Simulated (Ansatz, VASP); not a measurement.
**AlGaN2: VASP beside Ansatz**

```
Al Ga N
1.0
     3.27105    0.00000    0.00000
     0.00000    3.27105    0.00000
     0.00000    0.00000    4.27472
Al Ga N
1 1 2
Direct
  0.50000 0.50000 0.50000
  0.00000 0.00000 0.00000
  0.50000 0.00000 0.74005
  0.00000 0.50000 0.25995
```

Change from the starting cell: strain +0.050 along x and y, -0.025 along z, atoms carried along.

Alike in both runs: task single point; functional LDA; k mesh 8 × 8 × 6; occupations gaussian, width 0.05 eV; no spin polarisation.

|  | VASP | Ansatz |
| --- | --- | --- |
| version | VASP 6.6.1 | Ansatz 0.2.0 |
| potentials or method | VASP PAW LDA potentials, release 64 (Al, Ga_d, N) | scalar-relativistic, plane waves, PAW |
| plane-wave cutoff (eV) | 520 | 420 |
| valence electrons in the cell | 26 | 26 |

Ansatz gave:

```
gap on the k mesh at the Fermi level (eV)       : 2.50
least direct gap on the mesh (eV)               : 2.50
pressure (GPa)                                  : -13.3
largest component of the traceless stress (GPa) : 5.85
rms of the force components (eV/Å)              : 0.041
```

Q: Which values does VASP return?

A: gap on the k mesh at the Fermi level (eV): 2.51; least direct gap on the mesh (eV): 2.51; pressure (GPa): -12.7; largest component of the traceless stress (GPa): 5.81; rms of the force components (eV/Å): 0.051.

Atom by atom the forces differ by 0.010 eV/Å (rms over components).
